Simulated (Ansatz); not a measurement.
Structure types of Cr were relaxed at one common pressure (all-electron LAPW in Ansatz 0.2.0 under PBE, scalar-relativistic, ferromagnetic start, though the moments died away, zero temperature). They take these volumes:

```csv
type,space group,V (Å³/atom)
bcc,Im-3m,4.84
hcp,P6_3/mmc,4.74
simple hexagonal,P6/mmm,4.86
sc,Pm-3m,4.97
beta tin,I4_1/amd,4.87
```

Problem. At about which pressure, and is the densest type also the lowest in enthalpy?

Solution. 1200 GPa. The densest is hcp, and it is 129 meV/atom above bcc: its gain in pV doesn't pay for its higher energy here.
